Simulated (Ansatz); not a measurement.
Rows from a G0W0 calculation on In vacancy (charge -3) in InP (31-atom cell) (Ansatz 0.2.0; G0W0 on LDA, plane waves, PAW; PAW set soft_1; 2×2×2 mesh, 958 empty bands, screening to 90 eV, PAW set soft_1 files), in eV. Spin-orbit coupling is left out.

```tsv
row	k	band	start	Σx	Σc at the solution	Vxc
A	Γ	v4	5.818	-15.739	1.650	-14.039
B	Γ	v1	6.587	-16.045	1.344	-14.690
C	Γ	c2	7.928	-6.761	-3.590	-10.631
D	Γ	c5	8.314	-7.978	-3.806	-12.208
E	Γ	c1	6.980	-10.144	-3.483	-14.135
```

**Question.** Work out each quasiparticle level and how far it moved.

The quasiparticle equation reads E = start + Σx + Σc(E) − Vxc.

```tsv
row	E (eV)	shift (eV)
A	5.768	−0.050
B	6.575	−0.011
C	8.208	+0.280
D	8.738	+0.424
E	7.487	+0.507
```

Limits: not at the basis limit; mesh may overstate the screening; charged cell, levels uncorrected; no spin-orbit coupling; coarse k mesh.

[Paths, hosts, dates, memory and timing lines, banners, echoed tables and standing remarks are left out of the program output.]

[Logs are printed without paths, hosts, clocks, repeated set-up lines and the standing remarks that a program may print on its own settings, such as how far it seeks lower states.]

[Runs of the session that timed out or met a known fault of the program may be left out.]

[Cells called generated may have been cut or substituted from an entry of the Crystallography Open Database or the Materials Project.]

[Hosts, paths, dates, database ids (printed as entryN), source tags and the programs' standing remarks are cut or masked in the printed files.]
